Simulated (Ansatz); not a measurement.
The system is SnSe.

```
CELL_PARAMETERS angstrom
0.00000 3.39084 3.39084
3.39084 0.00000 3.39084
3.39084 3.39084 0.00000
ATOMIC_POSITIONS crystal
Sn 0.00000 0.00000 0.00000
Se 0.75000 0.75000 0.75000
```

The cell was built by a generator and needn't be a form met in nature.

Base run:

| Quantity | Value |
| --- | --- |
| Program | Ansatz 0.2.0 |
| Functional | HF |
| Potentials or basis | Ansatz PAW |
| Cutoff | 420 eV |
| Density cutoff | 1680 eV |
| k mesh | 4 × 4 × 4 |
| Occupations | fermi-dirac, width 0.05 eV |
| Spin | no spin polarisation |

Its results: band gap on the k mesh 4.39 eV, indirect (least direct gap 5.33 eV).

After a change of settings the same cell gave: band gap on the k mesh 0.92 eV, indirect (least direct gap 1.67 eV). Which change was it?
A. functional from HF to PBEsol0
B. functional from HF to PBE; k mesh from 4 × 4 × 4 to 7 × 7 × 7
C. functional from HF to r2SCANh; cutoff from 420 eV to 500 eV; density cutoff from 1680 eV to 2000 eV
D. functional from HF to HSE03

A.

Caveats: spin-orbit coupling is left out, which moves the levels of the heavy elements.

Not every run made on this cell is shown here.
